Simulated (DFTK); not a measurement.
# C (Fd-3m) in DFTK: equation of state

Aim: energy against volume of C in PBEsol, for its equilibrium volume and stiffness.

All numbers are computed with DFTK 0.8.2; they aren't measurements. Logs are shortened: lines on timing, memory, paths and dates and some standing lists are left out, and cuts for length are marked.

**Experimental background.**

“Equation of state of cubic boron nitride at high pressures and temperatures”, 2007, arxiv:cond-mat/0702656 quotes, for a bulk crystal of C: bulk modulus 444.8 ± 0.8 GPa.

The runs below are set against these values where they give the same quantity.

## Step 1: Starting point

The structure is cubic, space group Fd-3m (No. 227). The conventional cell has a = 3.567 Å, b = 3.567 Å, c = 3.567 Å, α = 90.00°, β = 90.00°, γ = 90.00°. C (site symmetry -43m) has 4 C at 1.54 Å as nearest neighbours.

This isn't the form of C at room conditions, which is graphite.

## Step 2: Equation of state, PBEsol

The input, run.jl:

```julia
using DFTK
using PseudoPotentialData
using Unitful, UnitfulAtomic
using LinearAlgebra, Printf
include("save.jl")
disable_threading()

# lattice vectors are the columns
lattice = austrip(1u"Å") * [           0.0        1.78337        1.78337;
                  1.78337            0.0        1.78337;
                  1.78337        1.78337            0.0]
symbols   = [:C, :C]
positions = [[0.75, 0.75, 0.75],
             [0.5, 0.5, 0.5]]
pseudopotentials = PseudoFamily("dojo.nc.sr.pbesol.v0_4_1.standard.upf")
elements = Dict(s => ElementPsp(s, pseudopotentials) for s in unique(symbols))
atoms    = [elements[s] for s in symbols]

build_model(lattice, positions; symmetries=true) =
    model_DFT(lattice, atoms, positions;
              functionals=PBEsol(),
              temperature=austrip(0.05u"eV"),
              smearing=Smearing.FermiDirac(),
              symmetries)
Ecut  = 41.0  # hartree
kgrid = [13, 13, 13]
tol   = 1e-6
to_GPa = ustrip(uconvert(u"GPa", 1u"hartree/bohr^3"))

results["points"] = []
for scale in [0.94, 0.96, 0.98, 1.0, 1.02, 1.04, 1.06]
    println("\n=== scale = ", scale)
    model = build_model(cbrt(scale) * lattice, positions)
    basis = PlaneWaveBasis(model; Ecut, kgrid)
    t0 = time()
    scfres = self_consistent_field(basis;
                                   tol,
                                   nbandsalg=AdaptiveBands(model; n_bands_converge=9))
    seconds = time() - t0
    @printf "SCF: %d iterations, %.1f s\n" scfres.n_iter seconds
    forces = compute_forces_cart(scfres)
    stress = compute_stresses_cart(scfres)
    @printf "V = %.5f Å^3  F = %.8f Ha  max force = %.5f eV/Å  p = %.4f GPa\n" ustrip(auconvert(u"Å^3", model.unit_cell_volume)) scfres.energies.total ustrip(auconvert(u"eV/Å", maximum(norm, forces))) (-tr(stress) / 3 * to_GPa)
    push!(results["points"], save_scf!(scfres; forces, stress, d=Dict{String,Any}("seconds" => seconds, "n_matvec" => get(scfres, :n_matvec, 0))))
end

# third-order Birch-Murnaghan fit in x = V^(-2/3)
V = [0.94, 0.96, 0.98, 1.0, 1.02, 1.04, 1.06] * abs(det(lattice))
E = [p["total"] for p in results["points"]]
x = V .^ (-2 / 3)
c = [x .^ 0 x x .^ 2 x .^ 3] \ E
Δ = c[3]^2 - 3c[2] * c[4]
if Δ > 0
    x0 = (-c[3] + sqrt(Δ)) / 3c[4]
    B0 = 4 / 9 * x0^(7 / 2) * (2c[3] + 6c[4] * x0)
    @printf "V0 = %.4f Å^3  B0 = %.2f GPa\n" ustrip(auconvert(u"Å^3", x0^(-3 / 2))) B0 * to_GPa
end
```

Potentials or basis: dojo.nc.sr.pbesol.v0_4_1.standard.upf (PBEsol).

Launch:

```bash
> julia --threads=1 run.jl  # save.jl only writes the numbers to a file and isn't shown; printed stress counts tension as positive; times include loading and compiling
```

Standard output:

```text
=== scale = 0.94
n     Energy            log10(ΔE)   log10(Δρ)   Diag   Δtime
---   ---------------   ---------   ---------   ----   ------
  1   -11.99771597865                   -0.71    3.7    2.82s
  2   -12.00628799594       -2.07       -1.75    1.8    2.34s
  3   -12.00644677851       -3.80       -2.30    2.3    2.27s
  4   -12.00645282928       -5.22       -3.35    1.7    1.29s
  5   -12.00645306374       -6.63       -4.08    2.6    2.30s
  6   -12.00645306514       -8.85       -4.68    2.1    2.13s
  7   -12.00645306526       -9.91       -5.89    2.1    1.49s
  8   -12.00645306526      -11.45       -6.77    3.1    3.09s
SCF: 8 iterations, 17.9 s
V = 10.66307 Å^3  F = -12.00645307 Ha  max force = 0.00000 eV/Å  p = 27.1036 GPa

=== scale = 0.96
n     Energy            log10(ΔE)   log10(Δρ)   Diag   Δtime
---   ---------------   ---------   ---------   ----   ------
  1   -11.99930998216                   -0.72    3.7    2.89s
  2   -12.00742266646       -2.09       -1.74    1.7    1.94s
  3   -12.00757457879       -3.82       -2.31    2.4    1.54s
  4   -12.00758108842       -5.19       -3.30    1.8    2.02s
  5   -12.00758134058       -6.60       -4.12    2.4    1.57s
  6   -12.00758134191       -8.88       -4.78    2.3    2.12s
  7   -12.00758134201      -10.01       -5.76    2.2    2.23s
  8   -12.00758134201      -11.67       -6.96    2.7    1.56s
SCF: 8 iterations, 16.1 s
V = 10.88994 Å^3  F = -12.00758134 Ha  max force = 0.00000 eV/Å  p = 16.0182 GPa

=== scale = 0.98
n     Energy            log10(ΔE)   log10(Δρ)   Diag   Δtime
---   ---------------   ---------   ---------   ----   ------
  1   -12.00033186500                   -0.73    3.7    2.69s
  2   -12.00800675246       -2.11       -1.74    1.7    2.05s
  3   -12.00815318631       -3.83       -2.32    2.4    1.48s
  4   -12.00815937094       -5.21       -3.31    1.8    2.03s
  5   -12.00815961859       -6.61       -4.14    2.5    1.57s
  6   -12.00815961974       -8.94       -4.82    2.3    2.07s
  7   -12.00815961982      -10.08       -5.79    2.2    2.28s
  8   -12.00815961982      -11.73       -6.98    2.7    1.63s
SCF: 8 iterations, 16.0 s
V = 11.11682 Å^3  F = -12.00815962 Ha  max force = 0.00000 eV/Å  p = 5.9341 GPa

=== scale = 1.0
n     Energy            log10(ΔE)   log10(Δρ)   Diag   Δtime
---   ---------------   ---------   ---------   ----   ------
  1   -12.00083147683                   -0.74    3.7    2.78s
  2   -12.00808913897       -2.14       -1.73    1.6    1.97s
  3   -12.00822940221       -3.85       -2.33    2.4    1.62s
  4   -12.00823599446       -5.18       -3.26    1.8    2.30s
  5   -12.00823624637       -6.60       -4.21    2.3    1.64s
  6   -12.00823624739       -8.99       -4.94    2.6    2.23s
  7   -12.00823624745      -10.20       -5.73    2.2    2.24s
  8   -12.00823624745      -11.95       -6.27    2.2    1.48s
SCF: 8 iterations, 16.4 s
V = 11.34369 Å^3  F = -12.00823625 Ha  max force = 0.00000 eV/Å  p = -3.2461 GPa

=== scale = 1.02
n     Energy            log10(ΔE)   log10(Δρ)   Diag   Δtime
---   ---------------   ---------   ---------   ----   ------
  1   -12.00085589396                   -0.75    3.6    2.74s
  2   -12.00771488619       -2.16       -1.72    1.5    1.93s
  3   -12.00784997321       -3.87       -2.33    2.5    1.53s
  4   -12.00785650440       -5.19       -3.25    1.8    2.15s
  5   -12.00785675736       -6.60       -4.24    2.3    1.60s
  6   -12.00785675844       -8.96       -5.00    2.7    2.77s
  7   -12.00785675849      -10.28       -5.73    2.3    2.59s
  8   -12.00785675850      -12.04       -6.26    2.2    1.70s
SCF: 8 iterations, 17.2 s
V = 11.57056 Å^3  F = -12.00785676 Ha  max force = 0.00000 eV/Å  p = -11.6028 GPa

=== scale = 1.04
n     Energy            log10(ΔE)   log10(Δρ)   Diag   Δtime
---   ---------------   ---------   ---------   ----   ------
  1   -12.00044724855                   -0.76    3.7    2.83s
  2   -12.00692548477       -2.19       -1.72    1.6    1.99s
  3   -12.00705595134       -3.88       -2.34    2.4    1.51s
  4   -12.00706237920       -5.19       -3.25    1.9    2.12s
  5   -12.00706261903       -6.62       -4.30    2.3    1.78s
  6   -12.00706261998       -9.02       -5.13    2.8    2.56s
  7   -12.00706262001      -10.46       -5.79    2.5    2.55s
  8   -12.00706262001      -12.14       -6.61    2.1    1.51s
SCF: 8 iterations, 17.2 s
V = 11.79744 Å^3  F = -12.00706262 Ha  max force = 0.00000 eV/Å  p = -19.2071 GPa

=== scale = 1.06
n     Energy            log10(ΔE)   log10(Δρ)   Diag   Δtime
---   ---------------   ---------   ---------   ----   ------
  1   -11.99964138899                   -0.77    3.7    3.12s
  2   -12.00575781142       -2.21       -1.71    1.5    1.98s
  3   -12.00588362905       -3.90       -2.35    2.4    1.54s
  4   -12.00589002609       -5.19       -3.23    1.9    2.26s
  5   -12.00589026617       -6.62       -4.35    2.2    1.58s
  6   -12.00589026728       -8.96       -5.28    2.9    2.53s
  7   -12.00589026730      -10.62       -5.91    2.8    2.48s
  8   -12.00589026730      -12.44       -6.17    2.1    1.43s
SCF: 8 iterations, 17.2 s
V = 12.02431 Å^3  F = -12.00589027 Ha  max force = 0.00000 eV/Å  p = -26.1292 GPa
V0 = 11.2661 Å^3  B0 = 449.00 GPa
```

Run time: 4.1 min. Hardware: 1 thread of Intel Xeon Platinum 8488C (Sapphire Rapids), shared host; peak memory 1.6 GiB.

What came out:

```
Equilibrium volume                      : 5.63 Å³/atom
Bulk modulus                            : 449 GPa
Pressure derivative of the bulk modulus : 3.7
```

Energy against volume, from the lowest point:
| volume (Å³/atom) | energy (meV/atom) |
| --- | --- |
| 5.332 | 24.26 |
| 5.445 | 8.91 |
| 5.558 | 1.04 |
| 5.672 | 0.00 |
| 5.785 | 5.16 |
| 5.899 | 15.97 |
| 6.012 | 31.92 |

## Step 3: Single point, PBEsol, 5.33 Å³/atom (volume scaled by 0.94)

run.jl is that of step 2.

Potentials or basis: dojo.nc.sr.pbesol.v0_4_1.standard.upf (PBEsol).

Launch:

```bash
> julia --threads=1 run.jl  # one pass of the loop, scale = 0.94; save.jl only writes the numbers to a file and isn't shown; printed stress counts tension as positive; times include loading and compiling
```

It took 18 s on 1 thread of Intel Xeon Platinum 8488C (Sapphire Rapids), shared host.

The run converged. Its results:

- Free energy: -326.7122 eV
- Pressure: 27.1 GPa
- Band gap on the k mesh: 4.20 eV, indirect (least direct gap 5.74 eV)

Caveat: an odd mesh through Γ misses points on the zone boundary, where band edges often lie.

## Step 4: Single point, PBEsol, 5.44 Å³/atom (volume scaled by 0.96)

run.jl is that of step 3.

Launch:

```bash
> julia --threads=1 run.jl  # one pass of the loop, scale = 0.96; save.jl only writes the numbers to a file and isn't shown; printed stress counts tension as positive; times include loading and compiling
```

Run time: 16 s. Hardware: 1 thread of Intel Xeon Platinum 8488C (Sapphire Rapids), shared host.

It converged, with:

```
Free energy            : -326.7429 eV
Pressure               : 16.0 GPa
Band gap on the k mesh : 4.15 eV, indirect (least direct gap 5.68 eV)
```

Caveat: an odd mesh through Γ misses points on the zone boundary, where band edges often lie.

## Step 5: Single point, PBEsol, 5.56 Å³/atom (volume scaled by 0.98)

run.jl is that of step 4.

Launch:

```bash
> julia --threads=1 run.jl  # one pass of the loop, scale = 0.98; save.jl only writes the numbers to a file and isn't shown; printed stress counts tension as positive; times include loading and compiling
```

Run time: 16 s. Hardware: 1 thread of Intel Xeon Platinum 8488C (Sapphire Rapids), shared host.

Results (log left out):

```
Free energy            : -326.7587 eV
Pressure               : 5.9 GPa
Band gap on the k mesh : 4.10 eV, indirect (least direct gap 5.62 eV)
```

Caveat: an odd mesh through Γ misses points on the zone boundary, where band edges often lie.

## Step 6: Single point, PBEsol, 5.67 Å³/atom

run.jl is that of step 5.

Potentials or basis: dojo.nc.sr.pbesol.v0_4_1.standard.upf (PBEsol).

Launch:

```bash
> julia --threads=1 run.jl  # one pass of the loop, scale = 1.0; save.jl only writes the numbers to a file and isn't shown; printed stress counts tension as positive; times include loading and compiling
```

It took 16 s on 1 thread of Intel Xeon Platinum 8488C (Sapphire Rapids), shared host.

Results (log left out):

```
Free energy            : -326.7608 eV
Pressure               : -3.2 GPa
Band gap on the k mesh : 4.05 eV, indirect (least direct gap 5.56 eV)
```

Caveat: an odd mesh through Γ misses points on the zone boundary, where band edges often lie.

## Step 7: Single point, PBEsol, 5.79 Å³/atom (volume scaled by 1.02)

run.jl is that of step 6.

Launch:

```bash
> julia --threads=1 run.jl  # one pass of the loop, scale = 1.02; save.jl only writes the numbers to a file and isn't shown; printed stress counts tension as positive; times include loading and compiling
```

It took 17 s on 1 thread of Intel Xeon Platinum 8488C (Sapphire Rapids), shared host.

Results (log left out):

```yaml
Free_energy: -326.7504 eV
Pressure: -11.6 GPa
Band_gap_on_the_k_mesh: 4.01 eV, indirect (least direct gap 5.51 eV)
```

Caveat: an odd mesh through Γ misses points on the zone boundary, where band edges often lie.

## Step 8: Single point, PBEsol, 5.90 Å³/atom (volume scaled by 1.04)

run.jl is that of step 7.

Potentials or basis: dojo.nc.sr.pbesol.v0_4_1.standard.upf (PBEsol).

Launch:

```bash
> julia --threads=1 run.jl  # one pass of the loop, scale = 1.04; save.jl only writes the numbers to a file and isn't shown; printed stress counts tension as positive; times include loading and compiling
```

Standard output:

```text
=== scale = 1.04
n     Energy            log10(ΔE)   log10(Δρ)   Diag   Δtime
---   ---------------   ---------   ---------   ----   ------
  1   -12.00044724855                   -0.76    3.7    2.83s
  2   -12.00692548477       -2.19       -1.72    1.6    1.99s
  3   -12.00705595134       -3.88       -2.34    2.4    1.51s
  4   -12.00706237920       -5.19       -3.25    1.9    2.12s
  5   -12.00706261903       -6.62       -4.30    2.3    1.78s
  6   -12.00706261998       -9.02       -5.13    2.8    2.56s
  7   -12.00706262001      -10.46       -5.79    2.5    2.55s
  8   -12.00706262001      -12.14       -6.61    2.1    1.51s
SCF: 8 iterations, 17.2 s
V = 11.79744 Å^3  F = -12.00706262 Ha  max force = 0.00000 eV/Å  p = -19.2071 GPa
```

It took 17 s on 1 thread of Intel Xeon Platinum 8488C (Sapphire Rapids), shared host.

What came out:

* Free energy: -326.7288 eV
* Pressure: -19.2 GPa
* Band gap on the k mesh: 3.96 eV, indirect (least direct gap 5.45 eV)

Caveat: an odd mesh through Γ misses points on the zone boundary, where band edges often lie.

## Step 9: Single point, PBEsol, 6.01 Å³/atom (volume scaled by 1.06)

run.jl is that of step 8.

Potentials or basis: dojo.nc.sr.pbesol.v0_4_1.standard.upf (PBEsol).

Launch:

```bash
> julia --threads=1 run.jl  # one pass of the loop, scale = 1.06; save.jl only writes the numbers to a file and isn't shown; printed stress counts tension as positive; times include loading and compiling
```

Run time: 17 s. Hardware: 1 thread of Intel Xeon Platinum 8488C (Sapphire Rapids), shared host.

It converged, with:

```
Free energy            : -326.6969 eV
Pressure               : -26.1 GPa
Band gap on the k mesh : 3.92 eV, indirect (least direct gap 5.40 eV)
```

Caveat: an odd mesh through Γ misses points on the zone boundary, where band edges often lie.

## Step 10: How close it comes

Step 2. Measured bulk modulus of C: 444.8 GPa (quoted in “Equation of state of cubic boron nitride at high pressures and temperatures”, 2007, arxiv:cond-mat/0702656). This calculation gives 449 GPa (+0.9 %). 3 values of this kind are on record (442 to 444.8 GPa); this one was drawn at random among those near their median, those with a stated uncertainty first. The fit is for a static lattice scaled at fixed shape and fixed fractional positions. The cell as given is a measured one (5.67 Å³/atom); PBEsol puts the equilibrium volume -0.7 % from it, thermal expansion not counted.
